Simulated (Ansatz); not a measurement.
**Y under compression and expansion**

```yaml
crystal:
  lattice:
    - [3.26580, 0.00000, 0.00000]
    - [0.00000, 3.26580, 0.00000]
    - [0.00000, 0.00000, 3.26580]
  atoms:
    - { symbol: Y, position: [0.00000, 0.00000, 0.00000] }
```

The structure comes from a relaxation in the same program, started in the sc type, and has space group Pm-3m. Whether it is a known phase or the ground state wasn't checked.

Spin polarisation is left out, and whether a magnetic state lies lower isn't shown here.

All numbers are computed: DFT, PBE, all-electron LAPW, scalar-relativistic (Ansatz 0.2.0); DFT, PBE, PAW with Ansatz's default frozen-core files, scalar-relativistic (Ansatz 0.2.0).

For LAPW: a Γ-centred 11×11×11 k mesh, Fermi–Dirac smearing of 0.08 eV, basis error target 1 meV/atom, no spin polarisation. PAW takes a cutoff of 420 eV at this cell. The Ansatz runs share mesh, smearing and spin set-up. Plane-wave (PAW) pressures include the program's estimate of the Pulay term.

The cell above is scaled evenly, with fractional coordinates and shape held.

| V/V(cell) | V (Å³/atom) | P, LAPW (GPa) | P, PAW (GPa) | free energy over the lowest listed, PAW (meV/atom) |
| --- | --- | --- | --- | --- |
| 0.9500 | 33.090 | 1.52 | 1.52 | 8.0 |
| 0.9750 | 33.960 | 0.73 | 0.72 | 2.0 |
| 1.0000 | 34.831 | 0.01 | 0.01 | 0.0 |
| 1.0250 | 35.702 | -0.63 | -0.63 | 1.7 |
| 1.0500 | 36.573 | -1.20 | -1.20 | 6.7 |

What do Birch–Murnaghan fits to the pressures give?

LAPW: V0 = 34.85 Å³/atom, B0 = 27 GPa, B0′ = 3.3; PAW: V0 = 34.85 Å³/atom, B0 = 27 GPa, B0′ = 3.3.

PAW's V0 lies -0.01 % from the all-electron value and its B0 0.0 %. Symmetry fixes shape and coordinates here, so this is the relaxed modulus.
